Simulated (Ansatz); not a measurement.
# Dielectric response of LiF (001) films, part 4 of 6

Wanted: ε of rocksalt LiF (001) by finite fields on slabs, and the band edges against the vacuum where run.

Ansatz 0.2.0; plane-wave DFT, PBEsol, Ansatz PAW (the session's first sound run).

So far, gap on the k-mesh (eV): step 2 (relaxing the film, 6 atoms, units 3) 6.94; step 17 (atoms held, 10 atoms, units 5, field 0.05 V/Å) 6.71; step 18 (single point, 10 atoms, units 5, field -0.05 V/Å) 6.71; step 20 (field on, atoms free, 10 atoms, units 5, field 0.05 V/Å) 6.88; step 21 (relaxing in the field, 10 atoms, units 5, field -0.05 V/Å) 6.88.

## (23) Relaxation, 12 atoms, units 6

This step: plane-wave DFT, PBEsol, Ansatz PAW (Ansatz 0.2.0).

System of this step: LiF (001), 6 units. The cell holds 12 atoms: 6 Li and 6 F. Cell: a = 2.850 Å, b = 2.850 Å, c = 28.075 Å, α = 90.0°, β = 90.0°, γ = 90.0°. It derives from LiF (rocksalt LiF). Vacuum lies along c.

The next thickness, treated alike, so that differences show the interior and the faces cancel.

Input file input.yaml:

```yaml
crystal:
  lattice:
    - [2.84964033, 0.0, 0.0]
    - [0.0, 2.84964033, 0.0]
    - [0.0, 0.0, 28.075]
  atoms:
    - { symbol: Li, position: [0.5, 0.5, 0.320569902] }
    - { symbol: F, position: [0.0, 0.0, 0.320569902] }
    - { symbol: Li, position: [0.0, 0.0, 0.3923419412] }
    - { symbol: F, position: [0.5, 0.5, 0.3923419412] }
    - { symbol: Li, position: [0.5, 0.5, 0.4641139804] }
    - { symbol: F, position: [0.0, 0.0, 0.4641139804] }
    - { symbol: Li, position: [0.0, 0.0, 0.5358860196] }
    - { symbol: F, position: [0.5, 0.5, 0.5358860196] }
    - { symbol: Li, position: [0.5, 0.5, 0.6076580588] }
    - { symbol: F, position: [0.0, 0.0, 0.6076580588] }
    - { symbol: Li, position: [0.0, 0.0, 0.679430098] }
    - { symbol: F, position: [0.5, 0.5, 0.679430098] }
kpoints:
  mp_grid: { grid: [10, 10, 1] }
hamiltonian:
  xc: pbesol
scf:
  occupations: { method: fixed }
  convergence: { dr2_threshold: 1.0e-09 }
efield:
  axis: 3
  dipole_correction: true
  ramp_position: 0.97
  ramp_width: 0.06
relax:
  f_tol: 0.003
  max_steps: 100
output:
  write_potential: true
  write_density: true
  volumetric_format: npy
```

The run is started by

```sh
$ ansatz run input.yaml --threads 4 --pin off --max-ram 8192MiB --backend cpu --events-out ev --progress --plain --runs-dir out
```

Numbers of over 12 decimals in the logs are rounded to 6 here.

What it wrote:

```text
[...]
Crystal: 12 atoms, lattice volume = 227.982 Å³
Basis set: ecut = 420 eV, 4481 PW (Γ), exchange–correlation on 40×40×384 points (8 copies of the dense FFT grid, shifted against one another)
Bands: 42, of which v1, the nominal top of the filled ones, is band 30 counted from 1 (29 counted from 0)
Symmetry: 8 space group operations
k-points: 21 of 100
[...]
- { symbol: F, position: [0.5, 0.5, 0.393496] }
    - { symbol: Li, position: [0.5, 0.5, 0.464516] }
    - { symbol: F, position: [0, 0.0, 0.464421] }
    - { symbol: Li, position: [0, 0.0, 0.535484] }
    - { symbol: F, position: [0.5, 0.5, 0.535579] }
    - { symbol: Li, position: [0.5, 0.5, 0.606967] }
    - { symbol: F, position: [0, 0.0, 0.606504] }
    - { symbol: Li, position: [0, 0.0, 0.676044] }
    - { symbol: F, position: [0.5, 0.5, 0.678372] }
[key lines of the parts left out:]
SCF converged after 6 iterations
Free energy (F): -6038.968230 eV
Fermi energy:    -3.949388 eV
Dipole field:    D = 0.000000 V/Å  (p = 0.000000 e·Å, saw-weighted, corrected)
Work function:   Φ+ = 7.6831 eV   Φ− = 7.6833 eV
```

Wall time 33 s (4 threads of Arm Neoverse N1, shared host); peak memory 0.59 GiB.

Step by step:

```csv
step,energy less that of the first step (eV),largest force component (eV/Å)
1,0.0000,0.3355
2,-0.0185,0.1193
3,-0.0230,0.0316
4,-0.0241,0.0028
5,-0.0242,0.0010
```

The run keeps the 8 symmetry operations that it works with, so distortions that break them were not tested.

The atoms that moved most (Å):

```csv
atom,dx,dy,dz,length
Li1,0.000,0.000,0.095,0.095
Li11,0.000,0.000,-0.095,0.095
F10,0.000,0.000,-0.032,0.032
F4,0.000,0.000,0.032,0.032
F12,0.000,0.000,-0.030,0.030
F2,0.000,0.000,0.030,0.030
Li3,0.000,0.000,0.019,0.019
Li9,0.000,0.000,-0.019,0.019
```

The relaxation took 5 steps and lowered the energy by 0.024 eV; the largest force on the free atoms ends at 9.5e-4 eV/Å.

The gap is 6.98 eV, with the valence edge 7.68 eV and the conduction edge 0.70 eV under the upper vacuum level.

## (24) Single point on the relaxed film, 12 atoms, units 6

The next thickness, treated alike, so that differences show the interior and the faces cancel.

input.yaml, the sections that differ from step 23:

```yaml
crystal:
  lattice:
    - [2.84964033, 0.0, 0.0]
    - [0.0, 2.84964033, 0.0]
    - [0.0, 0.0, 28.075]
  atoms:
    - { symbol: Li, position: [0.5, 0.5, 0.3239558645] }
    - { symbol: F, position: [0.0, 0.0, 0.3216275042] }
    - { symbol: Li, position: [0.0, 0.0, 0.393033475] }
    - { symbol: F, position: [0.5, 0.5, 0.3934960669] }
    - { symbol: Li, position: [0.5, 0.5, 0.4645157544] }
    - { symbol: F, position: [0.0, 0.0, 0.4644210518] }
    - { symbol: Li, position: [0.0, 0.0, 0.5354842457] }
    - { symbol: F, position: [0.5, 0.5, 0.5355789459] }
    - { symbol: Li, position: [0.5, 0.5, 0.6069665255] }
    - { symbol: F, position: [0.0, 0.0, 0.606503932] }
    - { symbol: Li, position: [0.0, 0.0, 0.6760441384] }
    - { symbol: F, position: [0.5, 0.5, 0.6783724958] }
output:
  eigenvalues: true
  write_potential: true
  write_density: true
  volumetric_format: npy
# kpoints, hamiltonian, scf, efield: as in step 23
# relax: removed
```

What it wrote:

```text
[...]
Crystal: 12 atoms, lattice volume = 227.982 Å³
Basis set: ecut = 420 eV, 4481 PW (Γ)
Bands: 42, of which v1, the nominal top of the filled ones, is band 30 counted from 1 (29 counted from 0)
Symmetry: 8 space group operations
k-points: 21 of 100
[...]
k-point 1: bands = [... 26 lower, -4.1742, -4.0812, -4.0706, -4.0294, 3.2111, 3.2249, 4.0687, 4.7202, ... 8 higher]
  k-point 2: bands = [... 26 lower, -4.1874, -4.1502, -4.0339, -4.0105, 3.7335, 3.7452, 4.6178, 5.2611, ... 8 higher]
  k-point 20: bands = [... 26 lower, -4.9674, -4.9674, -4.3471, -4.3471, 10.5264, 10.5264, 10.5724, 10.5724, ... 8 higher]
[key lines of the parts left out:]
SCF converged after 9 iterations
Free energy (F): -6038.968359 eV
Fermi energy:    -3.949401 eV
Dipole field:    D = 0.000000 V/Å  (p = 0.000000 e·Å, saw-weighted, corrected)
Work function:   Φ+ = 7.6832 eV   Φ− = 7.6834 eV
```

The job ended after 11 s (4 threads; peak memory 0.61 GiB; 42 s of CPU time).

The gap is 6.98 eV, with the valence edge 7.68 eV and the conduction edge 0.70 eV under the upper vacuum level.

## (25) Single point, 12 atoms, units 6, field 0.05 V/Å

input.yaml, as its differences from that of step 24:

```diff
@@ -24,3 +24,3 @@
   occupations: { method: fixed }
-  convergence: { dr2_threshold: 1.0e-09 }
+  convergence: { dr2_threshold: 1.0e-10 }
 efield:
@@ -30,4 +30,4 @@
   ramp_width: 0.06
+  amplitude: 0.05
 output:
-  eigenvalues: true
   write_potential: true
```

What it wrote:

```text
[...]
Crystal: 12 atoms, lattice volume = 227.982 Å³
Basis set: ecut = 420 eV, 4481 PW (Γ)
Bands: 42, of which v1, the nominal top of the filled ones, is band 30 counted from 1 (29 counted from 0)
Symmetry: 8 space group operations
k-points: 21 of 100
[...]
k-point 0: bands = [... 26 lower, -4.1418, -4.1367, -3.9619, -3.9619, 2.8243, 3.2473, 3.7605, 4.6231, ... 8 higher]
  k-point 1: bands = [... 26 lower, -4.1490, -4.1325, -4.0375, -3.9495, 3.0030, 3.4258, 3.9446, 4.8066, ... 8 higher]
  k-point 2: bands = [... 26 lower, -4.2126, -4.1128, -4.0968, -3.9172, 3.5265, 3.9456, 4.4919, 5.3482, ... 8 higher]
  k-point 20: bands = [... 26 lower, -4.9564, -4.9552, -4.4663, -4.2277, 10.3625, 10.4972, 10.4972, 10.6329, ... 8 higher]
[key lines of the parts left out:]
SCF converged after 12 iterations
Free energy (F): -6038.968728 eV
Fermi energy:    -3.829922 eV
Dipole field:    D = 0.011702 V/Å  (p = 0.014743 e·Å, saw-weighted, corrected)
```

Elapsed: 13 s, on 4 threads; peak memory 0.59 GiB.

The dipole is 0.0147 e·Å, and the gap on the mesh 6.654 eV.

## (26) Single point, 12 atoms, units 6, field -0.05 V/Å

input.yaml, as its differences from that of step 25:

```diff
@@ -30,3 +30,3 @@
   ramp_width: 0.06
-  amplitude: 0.05
+  amplitude: -0.05
 output:
```

What it wrote:

```text
[...]
Crystal: 12 atoms, lattice volume = 227.982 Å³
Basis set: ecut = 420 eV, 4481 PW (Γ)
Bands: 42, of which v1, the nominal top of the filled ones, is band 30 counted from 1 (29 counted from 0)
Symmetry: 8 space group operations
k-points: 21 of 100
[...]
k-point 0: bands = [... 26 lower, -4.1418, -4.1367, -3.9619, -3.9619, 2.8243, 3.2473, 3.7605, 4.6231, ... 8 higher]
  k-point 1: bands = [... 26 lower, -4.1490, -4.1325, -4.0375, -3.9495, 3.0030, 3.4258, 3.9446, 4.8066, ... 8 higher]
  k-point 2: bands = [... 26 lower, -4.2126, -4.1128, -4.0968, -3.9172, 3.5265, 3.9456, 4.4919, 5.3482, ... 8 higher]
  k-point 20: bands = [... 26 lower, -4.9564, -4.9552, -4.4663, -4.2277, 10.3625, 10.4972, 10.4972, 10.6329, ... 8 higher]
[key lines of the parts left out:]
SCF converged after 12 iterations
Free energy (F): -6038.968728 eV
Fermi energy:    -3.829920 eV
Dipole field:    D = -0.011702 V/Å  (p = -0.014743 e·Å, saw-weighted, corrected)
```

It took 12 s on 4 threads; peak memory 0.6 GiB.

The dipole is -0.0147 e·Å, and the gap on the mesh 6.654 eV.

## (27) Response with the atoms held, 12 atoms, units 6

This step: plane-wave DFT, PBEsol, Ansatz PAW; response to a field along the normal, atoms held (Ansatz 0.2.0).

Local field over the applied field, running mean. From the potentials at -0.05 and 0.05 V/Å; running mean over 2.015 Å, taken twice. Table of local field over applied field by z:

```csv
z (Å),local field over applied field
4.5,1.000
5.0,0.999
5.5,0.996
6.0,0.986
6.5,0.960
7.0,0.902
7.5,0.809
8.0,0.694
8.5,0.586
9.0,0.509
9.5,0.472
10.0,0.466
10.5,0.472
11.0,0.477
11.5,0.480
12.0,0.481
12.5,0.480
13.0,0.480
13.5,0.480
14.0,0.480
14.5,0.480
15.0,0.480
15.5,0.480
16.0,0.481
16.5,0.480
17.0,0.478
17.5,0.473
18.0,0.467
18.5,0.470
19.0,0.501
19.5,0.572
20.0,0.677
20.5,0.793
21.0,0.890
21.5,0.953
22.0,0.984
22.5,0.995
23.0,0.998
23.5,1.000
```

The induced dipole is that of a conductor 6.57 Å thick.

## (28) Relaxing the film, 16 atoms, units 8

This step: plane-wave DFT, PBEsol, Ansatz PAW (Ansatz 0.2.0).

System of this step: LiF (001), 8 units. The cell holds 16 atoms: 8 Li and 8 F. Cell: a = 2.850 Å, b = 2.850 Å, c = 32.105 Å, α = 90.0°, β = 90.0°, γ = 90.0°. It derives from LiF (rocksalt LiF). Vacuum lies along c.

The next thickness, treated alike, so that differences show the interior and the faces cancel.

Input file input.yaml:

```yaml
crystal:
  lattice:
    - [2.84964033, 0.0, 0.0]
    - [0.0, 2.84964033, 0.0]
    - [0.0, 0.0, 32.105]
  atoms:
    - { symbol: Li, position: [0.5, 0.5, 0.2803301666] }
    - { symbol: F, position: [0.0, 0.0, 0.2803301666] }
    - { symbol: Li, position: [0.0, 0.0, 0.3430929762] }
    - { symbol: F, position: [0.5, 0.5, 0.3430929762] }
    - { symbol: Li, position: [0.5, 0.5, 0.4058557857] }
    - { symbol: F, position: [0.0, 0.0, 0.4058557857] }
    - { symbol: Li, position: [0.0, 0.0, 0.4686185952] }
    - { symbol: F, position: [0.5, 0.5, 0.4686185952] }
    - { symbol: Li, position: [0.5, 0.5, 0.5313814048] }
    - { symbol: F, position: [0.0, 0.0, 0.5313814048] }
    - { symbol: Li, position: [0.0, 0.0, 0.5941442143] }
    - { symbol: F, position: [0.5, 0.5, 0.5941442143] }
    - { symbol: Li, position: [0.5, 0.5, 0.6569070238] }
    - { symbol: F, position: [0.0, 0.0, 0.6569070238] }
    - { symbol: Li, position: [0.0, 0.0, 0.7196698334] }
    - { symbol: F, position: [0.5, 0.5, 0.7196698334] }
kpoints:
  mp_grid: { grid: [10, 10, 1] }
hamiltonian:
  xc: pbesol
scf:
  occupations: { method: fixed }
  convergence: { dr2_threshold: 1.0e-09 }
efield:
  axis: 3
  dipole_correction: true
  ramp_position: 0.97
  ramp_width: 0.06
relax:
  f_tol: 0.003
  max_steps: 100
output:
  write_potential: true
  write_density: true
  volumetric_format: npy
```

What it wrote:

```text
[...]
Crystal: 16 atoms, lattice volume = 260.707 Å³
Basis set: ecut = 420 eV, 5135 PW (Γ), exchange–correlation on 40×40×432 points (8 copies of the dense FFT grid, shifted against one another)
Bands: 56, of which v1, the nominal top of the filled ones, is band 40 counted from 1 (39 counted from 0)
Symmetry: 8 space group operations
k-points: 21 of 100
[...]
- { symbol: F, position: [0.5, 0.5, 0.468918] }
    - { symbol: Li, position: [0.5, 0.5, 0.531096] }
    - { symbol: F, position: [0, 0.0, 0.531082] }
    - { symbol: Li, position: [0, 0.0, 0.593213] }
    - { symbol: F, position: [0.5, 0.5, 0.593281] }
    - { symbol: Li, position: [0.5, 0.5, 0.655711] }
    - { symbol: F, position: [0, 0.0, 0.655306] }
    - { symbol: Li, position: [0, 0.0, 0.716112] }
    - { symbol: F, position: [0.5, 0.5, 0.718151] }
[key lines of the parts left out:]
SCF converged after 7 iterations
Free energy (F): -8052.080858 eV
Fermi energy:    -3.328522 eV
Dipole field:    D = -0.000000 V/Å  (p = -0.000000 e·Å, saw-weighted, corrected)
Work function:   Φ+ = 7.6838 eV   Φ− = 7.6838 eV
```

Wall time 56 s (4 threads); peak memory 0.71 GiB; 3.6 min of CPU time.

The relaxation took 5 steps and lowered the energy by 0.025 eV; the largest force on the free atoms ends at 0.0014 eV/Å.

The gap is 6.98 eV, with the valence edge 7.68 eV and the conduction edge 0.70 eV under the upper vacuum level.

## (29) Single point on the relaxed film, 16 atoms, units 8

The next thickness, treated alike, so that differences show the interior and the faces cancel.

Input file input.yaml:

```yaml
crystal:
  lattice:
    - [2.84964033, 0.0, 0.0]
    - [0.0, 2.84964033, 0.0]
    - [0.0, 0.0, 32.105]
  atoms:
    - { symbol: Li, position: [0.5, 0.5, 0.2838875744] }
    - { symbol: F, position: [0.0, 0.0, 0.2818486726] }
    - { symbol: Li, position: [0.0, 0.0, 0.344289015] }
    - { symbol: F, position: [0.5, 0.5, 0.3446937896] }
    - { symbol: Li, position: [0.5, 0.5, 0.4067873607] }
    - { symbol: F, position: [0.0, 0.0, 0.4067191694] }
    - { symbol: Li, position: [0.0, 0.0, 0.4689036231] }
    - { symbol: F, position: [0.5, 0.5, 0.468917526] }
    - { symbol: Li, position: [0.5, 0.5, 0.5310963742] }
    - { symbol: F, position: [0.0, 0.0, 0.5310824744] }
    - { symbol: Li, position: [0.0, 0.0, 0.5932126374] }
    - { symbol: F, position: [0.5, 0.5, 0.5932808325] }
    - { symbol: Li, position: [0.5, 0.5, 0.6557109837] }
    - { symbol: F, position: [0.0, 0.0, 0.655306212] }
    - { symbol: Li, position: [0.0, 0.0, 0.7161124257] }
    - { symbol: F, position: [0.5, 0.5, 0.7181513292] }
kpoints:
  mp_grid: { grid: [10, 10, 1] }
hamiltonian:
  xc: pbesol
scf:
  occupations: { method: fixed }
  convergence: { dr2_threshold: 1.0e-09 }
efield:
  axis: 3
  dipole_correction: true
  ramp_position: 0.97
  ramp_width: 0.06
output:
  eigenvalues: true
  write_potential: true
  write_density: true
  volumetric_format: npy
```

What it wrote:

```text
[...]
Crystal: 16 atoms, lattice volume = 260.707 Å³
Basis set: ecut = 420 eV, 5135 PW (Γ)
Bands: 56, of which v1, the nominal top of the filled ones, is band 40 counted from 1 (39 counted from 0)
Symmetry: 8 space group operations
k-points: 21 of 100
[...]
k-point 1: bands = [... 36 lower, -3.4955, -3.4642, -3.4329, -3.4128, 3.8346, 3.8473, 4.7030, 5.3451, ... 12 higher]
  k-point 2: bands = [... 36 lower, -3.5222, -3.5221, -3.4035, -3.3946, 4.3566, 4.3678, 5.2520, 5.8880, ... 12 higher]
  k-point 20: bands = [... 36 lower, -4.3099, -4.3099, -3.7260, -3.7260, 11.1469, 11.1469, 11.1959, 11.1959, ... 12 higher]
[key lines of the parts left out:]
SCF converged after 9 iterations
Free energy (F): -8052.081046 eV
Fermi energy:    -3.328504 eV
Dipole field:    D = -0.000000 V/Å  (p = -0.000000 e·Å, saw-weighted, corrected)
Work function:   Φ+ = 7.6838 eV   Φ− = 7.6839 eV
```

Elapsed: 19 s, on 4 threads; peak memory 0.77 GiB; 72 s of CPU time.

The gap is 6.98 eV, with the valence edge 7.68 eV and the conduction edge 0.70 eV under the upper vacuum level.

## (30) Single point, 16 atoms, units 8, field 0.05 V/Å

input.yaml, as its differences from that of step 29:

```diff
@@ -28,3 +28,3 @@
   occupations: { method: fixed }
-  convergence: { dr2_threshold: 1.0e-09 }
+  convergence: { dr2_threshold: 1.0e-10 }
 efield:
@@ -34,4 +34,4 @@
   ramp_width: 0.06
+  amplitude: 0.05
 output:
-  eigenvalues: true
   write_potential: true
```

What it wrote:

```text
[...]
Crystal: 16 atoms, lattice volume = 260.707 Å³
Basis set: ecut = 420 eV, 5135 PW (Γ)
Bands: 56, of which v1, the nominal top of the filled ones, is band 40 counted from 1 (39 counted from 0)
Symmetry: 8 space group operations
k-points: 21 of 100
[...]
k-point 0: bands = [... 36 lower, -3.5009, -3.4656, -3.2931, -3.2931, 3.4000, 3.9176, 4.3671, 5.2585, ... 12 higher]
  k-point 1: bands = [... 36 lower, -3.4946, -3.4766, -3.3705, -3.2807, 3.5787, 4.0961, 4.5511, 5.4431, ... 12 higher]
  k-point 2: bands = [... 36 lower, -3.5527, -3.4844, -3.4286, -3.2484, 4.1020, 4.6159, 5.0979, 5.9870, ... 12 higher]
  k-point 20: bands = [... 36 lower, -4.2813, -4.2740, -3.8931, -3.5588, 10.9351, 11.0701, 11.0701, 11.2162, ... 12 higher]
[key lines of the parts left out:]
SCF converged after 12 iterations
Free energy (F): -8052.081531 eV
Fermi energy:    -3.161084 eV
Dipole field:    D = 0.013464 V/Å  (p = 0.019398 e·Å, saw-weighted, corrected)
```

Wall time 21 s (4 threads); peak memory 0.75 GiB; 81 s of CPU time.

The dipole is 0.0194 e·Å, and the gap on the mesh 6.561 eV.

## (31) Atoms held, 16 atoms, units 8, field -0.05 V/Å

input.yaml, as its differences from that of step 30:

```diff
@@ -34,3 +34,3 @@
   ramp_width: 0.06
-  amplitude: 0.05
+  amplitude: -0.05
 output:
```

What it wrote:

```text
[...]
Crystal: 16 atoms, lattice volume = 260.707 Å³
Basis set: ecut = 420 eV, 5135 PW (Γ)
Bands: 56, of which v1, the nominal top of the filled ones, is band 40 counted from 1 (39 counted from 0)
Symmetry: 8 space group operations
k-points: 21 of 100
[...]
k-point 0: bands = [... 36 lower, -3.5009, -3.4656, -3.2931, -3.2931, 3.4000, 3.9176, 4.3671, 5.2585, ... 12 higher]
  k-point 1: bands = [... 36 lower, -3.4946, -3.4767, -3.3705, -3.2807, 3.5787, 4.0960, 4.5511, 5.4431, ... 12 higher]
  k-point 2: bands = [... 36 lower, -3.5527, -3.4844, -3.4286, -3.2484, 4.1020, 4.6159, 5.0980, 5.9870, ... 12 higher]
  k-point 20: bands = [... 36 lower, -4.2813, -4.2740, -3.8931, -3.5588, 10.9351, 11.0701, 11.0701, 11.2162, ... 12 higher]
[key lines of the parts left out:]
SCF converged after 12 iterations
Free energy (F): -8052.081531 eV
Fermi energy:    -3.161087 eV
Dipole field:    D = -0.013464 V/Å  (p = -0.019398 e·Å, saw-weighted, corrected)
```

Run time: 21 s. Hardware: 4 threads; peak memory 0.76 GiB.

The dipole is -0.0194 e·Å, and the gap on the mesh 6.561 eV.

## (32) Response with the atoms held, 16 atoms, units 8

This step: plane-wave DFT, PBEsol, Ansatz PAW; response to a field along the normal, atoms held (Ansatz 0.2.0).

Local field over the applied field, running mean. From the potentials at -0.05 and 0.05 V/Å; running mean over 2.015 Å, taken twice. Local field over applied field against z:

z (Å), local field over applied field and a bar from the least value:
```
        5      0.999 ##############################
        6      0.987 #############################
        7      0.905 #########################
        8      0.699 #############
        9      0.511 ###
       10      0.466 
       11      0.477 #
       12      0.481 #
       13      0.480 #
       14      0.480 #
       15      0.480 #
       16      0.480 #
       17      0.480 #
       18      0.480 #
       19      0.480 #
       20      0.481 #
       21      0.478 #
       22      0.467 
       23      0.500 ##
       24      0.674 ############
       25      0.888 ########################
       26      0.983 #############################
       27      0.998 ##############################
```

The induced dipole is that of a conductor 8.65 Å thick.

(Continued in part 5 of 6.)

[Logs are printed without paths, hosts, clocks, repeated set-up lines and the standing remarks that a program may print on its own settings, such as how far it seeks lower states.]

[Hosts, paths, dates, database ids (printed as entryN), source tags and the programs' standing remarks are cut or masked in the printed files.]

[Maps of the electrostatic potential energy from Ansatz leave out the sawtooth potential of an applied field or a dipole correction, so their vacuum need not be flat; planar profiles and work functions include it.]
